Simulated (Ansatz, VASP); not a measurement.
SiC in VASP and in Ansatz

Contents of INCAR:

```
ALGO = Normal
EDIFF = 1E-7
ENCUT = 520
GGA = PE
ISIF = 2
ISMEAR = -1
LASPH = T
LCHARG = T
LELF = T
LREAL = F
LVHAR = T
LWAVE = F
NBANDS = 16
NELM = 60
PREC = Accurate
SIGMA = 0.02
```

File KPOINTS:

```
k-points
0
Gamma
  12 12 6
```

The input POSCAR:

```
SiC
1.0
    3.0753562392      0.0000000000      0.0000000000
   -1.5376781196      2.6633366288      0.0000000000
    0.0000000000      0.0000000000      5.2500324147
Si C
2 2
Direct
    0.3333333333      0.6666666667      0.0007538755
    0.6666666667      0.3333333333      0.5007538755
    0.3333333333      0.6666666667      0.3742461245
    0.6666666667      0.3333333333      0.8742461245
```

Input for Ansatz:

```yaml
crystal:
  lattice:
    - [3.0753562392, 0.0, 0.0]
    - [-1.5376781196, 2.6633366288, 0.0]
    - [0.0, 0.0, 5.2500324147]
  atoms:
    - { symbol: Si, position: [0.3333333333, 0.6666666667, 0.0007538755] }
    - { symbol: Si, position: [0.6666666667, 0.3333333333, 0.5007538755] }
    - { symbol: C, position: [0.3333333333, 0.6666666667, 0.3742461245] }
    - { symbol: C, position: [0.6666666667, 0.3333333333, 0.8742461245] }
kpoints:
  mp_grid: { grid: [12, 12, 6] }
  band_path:
    path:
      - [0.0, 0.0, 0.0]
      - [0.5, 0.0, 0.0]
      - [0.3333333333, 0.3333333333, 0.0]
      - [0.0, 0.0, 0.5]
      - [0.5, 0.0, 0.5]
      - [0.3333333333, 0.3333333333, 0.5]
    npoints: 1
hamiltonian:
  xc: pbe
scf:
  occupations: { method: fermi_dirac, width: 0.02 }
  n_extra_bands: 5
output:
  forces: true
  stress: true
  eigenvalues: true
```

Change from the starting cell: uniaxial_z strain +4.0%.

Alike in both runs: task single point; functional PBE; k mesh 12 × 12 × 6; occupations fermi-dirac, width 0.02 eV; no spin polarisation.

|  | VASP | Ansatz |
| --- | --- | --- |
| version | VASP 6.6.1 | Ansatz 0.2.0 |
| potentials or method | VASP PAW PBE potentials, release 64 (Si, C) | plane waves, PAW |
| plane-wave cutoff (eV) | 520 | 420 |
| valence electrons in the cell | 16 | 16 |

```tsv
	VASP	Ansatz	Ansatz less VASP
gap on the k mesh at the Fermi level (eV)	2.11	2.11	+0.005
pressure (GPa)	-4.4	-4.4	+0.04
largest component of the traceless stress (GPa)	12.48	12.42	-0.061
rms of the force components (eV/Å)	0.025	0.025	0.0000
```

Atom by atom the forces differ by 0.000 eV/Å (rms over components).

A k mesh can miss the band edges.
